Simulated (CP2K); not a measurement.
The system is ZrS2.

```
Zr S
1.0
     3.69138    0.00000    0.00000
    -1.84569    3.19683    0.00000
     0.00000    0.00000    6.04108
Zr S
1 2
Direct
  0.00000 0.00000 0.00000
  0.33333 0.66667 0.23791
  0.66667 0.33333 0.76209
```

The cell is a database's computed one.

| Item | Value |
| --- | --- |
| Program | CP2K 2026.2 |
| Task | relaxation of cell and atoms |
| Functional | LDA |
| Potentials or basis | GTH_POTENTIALS Zr GTH-PADE-q12, S GTH-PADE-q6; TZVP-MOLOPT-PBE-GTH basis |
| Density cutoff | 6123 eV |
| k mesh | 6 × 6 × 4 |
| Occupations | fermi-dirac, width 0.05 eV |
| Spin | no spin polarisation |

At the start: pressure -4.3 GPa; volume 23.76 Å³/atom.

Q: How do energy, volume and symmetry change on relaxing?

A: Over 26 steps the energy falls by 28.1 meV/atom and the volume is 21.01 Å³/atom (-11.6 %); space group P-3m1 (No. 164, to 0.05 Å).

The path:
| step | energy change (eV) | largest force (eV/Å) | volume (Å³) |
| --- | --- | --- | --- |
| 1 | 0.0000 | 0.2114 | 70.95 |
| 2 | -0.0353 | 0.3119 | 68.73 |
| 3 | -0.0372 | 0.2678 | 68.75 |
| 4 | -0.0487 | 0.0261 | 68.25 |
| 5 | -0.0531 | 0.0502 | 67.52 |
| 6 | -0.0544 | 0.0317 | 67.03 |
| 7 | -0.0548 | 0.0156 | 66.88 |
| 8 | -0.0555 | 0.0392 | 66.68 |
| 9 | -0.0571 | 0.0906 | 66.33 |
| 10 | -0.0603 | 0.1489 | 65.73 |
| 11 | -0.0646 | 0.1684 | 65.02 |
| 12 | -0.0679 | 0.1130 | 64.66 |
| 13 | -0.0693 | 0.0402 | 64.78 |
| 14 | -0.0699 | 0.0070 | 64.93 |
| 15 | -0.0706 | 0.0297 | 65.04 |
| 16 | -0.0724 | 0.0782 | 65.06 |
| 17 | -0.0756 | 0.1287 | 64.76 |
| 18 | -0.0790 | 0.1552 | 64.05 |
| 19 | -0.0808 | 0.1463 | 63.50 |
| 20 | -0.0817 | 0.1275 | 63.18 |
| 21 | -0.0825 | 0.1043 | 62.96 |
| 22 | -0.0834 | 0.0707 | 62.83 |
| 23 | -0.0841 | 0.0343 | 62.87 |
| 24 | -0.0843 | 0.0099 | 62.99 |
| 25 | -0.0843 | 0.0018 | 63.04 |
| 26 | -0.0842 | 0.0018 | 63.04 |

Final structure:
```
Zr S
1.0
     3.59234    0.00000    0.00000
    -1.79612    3.11098    0.00000
     0.00071   -0.00032    5.64083
Zr S
1 2
Direct
  0.00000 0.00000 0.00000
  0.33331 0.66676 0.25738
  0.66669 0.33324 0.74262
```

Caveat: the printed path begins after the first move; the basis of atomic orbitals isn't converged, which shifts pressures, moduli and gaps.
